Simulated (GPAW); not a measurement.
Wanted: an ASE script for a GPAW 26.7.0 run.

- Task: equation of state
- Functional: PBEsol
- Dispersion: D3
- Potentials or basis: PAW data sets generated in the run's folder for this functional
- Cutoff: 600 eV
- Basis: pw
- k mesh: 8 × 8 × 8
- Occupations: fermi-dirac, width 0.05 eV
- Spin: no spin polarisation
- Maxiter: 150
- Eos scales: [0.94, 0.96, 0.98, 1.0, 1.02, 1.04, 1.06]

The structure of Ge lies in Ge.cif:

```cif
data_Ge
_cell_length_a 4.00068289
_cell_length_b 4.00068289
_cell_length_c 4.00068289
_cell_angle_alpha 60.00000000
_cell_angle_beta 60.00000000
_cell_angle_gamma 60.00000000
_space_group_name_H-M_alt 'P1'
_space_group_name_Hall 'P 1'
_space_group_IT_number 1
loop_
_space_group_symop_operation_xyz
'x,y,z'
loop_
_atom_site_label
_atom_site_type_symbol
_atom_site_symmetry_multiplicity
_atom_site_Wyckoff_symbol
_atom_site_fract_x
_atom_site_fract_y
_atom_site_fract_z
_atom_site_occupancy
Ge1 Ge 1 a 0.7500000000 0.7500000000 0.7500000000 1
Ge2 Ge 1 a 0.5000000000 0.5000000000 0.5000000000 1
```

The input as run:

run.py

```python
from ase.calculators.mixing import SumCalculator
from ase.eos import EquationOfState
from ase.io import Trajectory, read
from ase.units import GPa
from dftd3.ase import DFTD3
from gpaw import GPAW, PW, setup_paths

setup_paths.insert(0, '.')

atoms = read('Ge.cif')

traj = Trajectory('eos.traj', 'w')
volumes, energies = [], []
for x in [0.94, 0.96, 0.98, 1.0, 1.02, 1.04, 1.06]:
    a = atoms.copy()
    a.set_cell(atoms.cell * x**(1 / 3), scale_atoms=True)
    calc = GPAW(mode=PW(600),
                xc='PBEsol',
                kpts={'size': (8, 8, 8), 'gamma': True},
                occupations={'name': 'fermi-dirac', 'width': 0.05},
                nbands=11,
                convergence={'density': 1e-05, 'energy': 1e-05},
                maxiter=150,
                txt=f'eos-{x:.2f}.txt')
    a.calc = SumCalculator([calc, DFTD3(method='pbesol', damping='d3zero')])
    energies.append(a.get_potential_energy())
    volumes.append(a.get_volume())
    p = -a.get_stress()[:3].mean() / GPa
    calc.write(f'eos-{x:.2f}.gpw')
    traj.write(a)
    print(f'{x:.2f} {volumes[-1]:10.4f} A^3 {energies[-1]:14.6f} eV {p:9.3f} GPa', flush=True)

v0, e0, B = EquationOfState(volumes, energies, eos='birchmurnaghan').fit()
print(f'V0 = {v0:.4f} A^3, E0 = {e0:.6f} eV, B0 = {B / GPa:.2f} GPa')
```

Potentials or basis: PAW data sets generated in the run's folder for this functional, pw.

Launch:

```console
$ gpaw-setup -f PBEsol Ge
$ OMP_NUM_THREADS=1 python run.py
```

Results of the run:

```json
{
  "Equilibrium volume": "22.72 Å³/atom",
  "Bulk modulus": "69 GPa",
  "Pressure derivative of the bulk modulus": "5.1 (rough: it moves with the points fitted)"
}
```

Run time: 55 s on 1 thread of Arm Neoverse V2, on a shared host, peak memory 0.24 GiB.
